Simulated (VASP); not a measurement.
# From an Ansatz input to VASP: LiF (strained rocksalt)

Ansatz input

```yaml
crystal:
  lattice:
    - [0.0373568784, 1.9923311812, 1.9923311812]
    - [1.9923311812, 0.0373568784, 1.9923311812]
    - [1.9923311812, 1.9923311812, 0.0373568784]
  atoms:
    - { symbol: Li, position: [0.0, 0.0, 0.0] }
    - { symbol: F, position: [0.5, 0.5, 0.5] }
kpoints:
  mp_grid: { grid: [10, 10, 10] }
  band_path:
    path:
      - [0.0, 0.0, 0.0]
      - [0.5, 0.0, 0.5]
      - [0.625, 0.25, 0.625]
      - [0.375, 0.375, 0.75]
      - [0.5, 0.5, 0.5]
      - [0.5, 0.25, 0.75]
      - [0.036458, 0.036458, 0.067708]
    npoints: 1
hamiltonian:
  xc: pbe
scf:
  occupations: { method: fermi_dirac, width: 0.02 }
  n_extra_bands: 4
output:
  forces: true
  stress: true
  eigenvalues: true
```

**Question.** Which VASP files do the same job?

**Answer.** 

INCAR

```
LASPH = .TRUE.
LCHARG = .TRUE.
PREC = Accurate
GGA = PE
EDIFF = 1E-7
SIGMA = 0.02
IBRION = -1
ISMEAR = -1
ISIF = 2
NELM = 120
NBANDS = 12
ENCUT = 520
NSW = 0
LREAL = .FALSE.
LWAVE = .FALSE.
LELF = .TRUE.
```

KPOINTS

```
KPOINTS created by Atomic Simulation Environment
0
Gamma
10 10 10
0 0 0
```

KPOINTS_OPT

```
special points
7
Reciprocal
0.0000000000 0.0000000000 0.0000000000 1
0.5000000000 0.0000000000 0.5000000000 1
0.6250000000 0.2500000000 0.6250000000 1
0.3750000000 0.3750000000 0.7500000000 1
0.5000000000 0.5000000000 0.5000000000 1
0.5000000000 0.2500000000 0.7500000000 1
0.0364580000 0.0364580000 0.0677080000 1
```

POSCAR

```
Li F
 1.0000000000000000
     0.0373568784000000    1.9923311812000000    1.9923311812000000
     1.9923311812000000    0.0373568784000000    1.9923311812000000
     1.9923311812000000    1.9923311812000000    0.0373568784000000
 Li  F
   1   1
Cartesian
  0.0000000000000000  0.0000000000000000  0.0000000000000000
  2.0110096203999999  2.0110096203999999  2.0110096203999999
```

VASP ran with the recommended PBE PAW datasets (10 valence electrons in the cell). Other inputs would serve too.

```csv
,Ansatz,VASP
gap between bands v and c,9.59 eV,9.59 eV
least direct gap,9.59 eV,9.59 eV
pressure,7.4 GPa,6.9 GPa
```

Datasets and cutoffs are each program's own. VASP's cell holds 10 valence electrons and Ansatz's 10. Ansatz's stress includes a Pulay correction; VASP's doesn't.
